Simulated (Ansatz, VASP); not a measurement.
One calculation of C, two programs

```
CELL_PARAMETERS angstrom
0.00000 1.86626 1.69456
1.86626 0.00000 1.69456
1.86626 1.86626 0.00000
ATOMIC_POSITIONS crystal
C 0.50000 0.50000 0.50000
C 0.75000 0.75000 0.75000
```

Alike in both runs: task single point; functional LDA; k mesh 12 × 12 × 12; occupations gaussian, width 0.05 eV; no spin polarisation.

```csv
,VASP,Ansatz
version,VASP 6.6.1,Ansatz 0.2.0
potentials or method,"VASP PAW LDA potentials, release 64 (C)","scalar-relativistic, plane waves, PAW"
plane-wave cutoff (eV),520,520
valence electrons in the cell,8,8
```

```tsv
	VASP	Ansatz	Ansatz less VASP
gap on the k mesh at the Fermi level (eV)	1.76	1.77	+0.011
least direct gap on the mesh (eV)	3.91	3.90	-0.002
pressure (GPa)	-27.1	-28.4	-1.32
largest component of the traceless stress (GPa)	51.31	51.39	+0.080
```

Ansatz warned: «pseudo_functional_mismatch».

Caveats: so large a pressure means that the cell lies far from this level's equilibrium, or that cutoff or potentials fall short (VASP).
